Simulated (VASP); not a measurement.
## BAs: band structure with r2SCAN

Crystal: BAs.

```xyz
2
Lattice="0.0000 2.3885 2.3885 2.3885 0.0000 2.3885 2.3885 2.3885 0.0000" Properties=species:S:1:pos:R:3 pbc="T T T"
As    3.5827    3.5827    3.5827
B     0.0000    0.0000    0.0000
```

- Program: VASP 6.6.1
- Task: band structure
- Functional: r2SCAN
- Potentials or basis: VASP PAW PBE potentials, release 64 (As, B)
- Cutoff: 520 eV
- k mesh: 10 × 10 × 10
- Occupations: fermi-dirac, width 0.05 eV
- Spin: no spin polarisation
- Further INCAR settings: ALGO = Normal; EDIFF = 1e-06; NBANDS = 11

```
Pressure                : 0.9 GPa
Band gap on the k mesh  : 1.37 eV, indirect (least direct gap 3.45 eV)
Band gap along the path : 1.37 eV, indirect (least direct gap 3.45 eV)
```

Levels at the corners of the path, in eV from the valence-band top:
```csv
point,band 2,band 3,band 4,band 5,band 6,band 7
Γ,0.00,0.00,0.00,3.45,3.45,3.45
X,-9.06,-4.31,-4.31,1.61,1.69,12.16
X,-9.06,-4.31,-4.31,1.61,1.69,12.16
W,-8.61,-5.73,-5.44,5.68,6.46,7.18
W,-8.61,-5.73,-5.44,5.68,6.46,7.18
K,-8.67,-6.22,-3.69,2.28,5.97,9.80
K,-8.67,-6.22,-3.69,2.28,5.97,9.80
Γ,0.00,0.00,0.00,3.45,3.45,3.45
Γ,0.00,0.00,0.00,3.45,3.45,3.45
L,-9.24,-1.94,-1.94,2.97,5.06,5.06
L,-9.24,-1.94,-1.94,2.97,5.06,5.06
U,-8.67,-6.22,-3.69,2.28,5.97,9.80
U,-8.67,-6.22,-3.69,2.28,5.97,9.80
W,-8.61,-5.73,-5.44,5.68,6.46,7.18
W,-8.61,-5.73,-5.44,5.68,6.46,7.18
L,-9.24,-1.94,-1.94,2.97,5.06,5.06
L,-9.24,-1.94,-1.94,2.97,5.06,5.06
K,-8.67,-6.22,-3.69,2.28,5.97,9.80
U,-8.67,-6.22,-3.69,2.28,5.97,9.80
X,-9.06,-4.31,-4.31,1.61,1.69,12.16
```

Run time: 120 s on 1 thread of AMD EPYC 9R45 (Zen 5), on a shared host, peak memory 0.15 GiB.

Caveat: the PAW data sets were made with another functional, which shifts forces and pressure a little. r2SCAN opens gaps a little over a GGA but as a rule still falls short of measured ones.
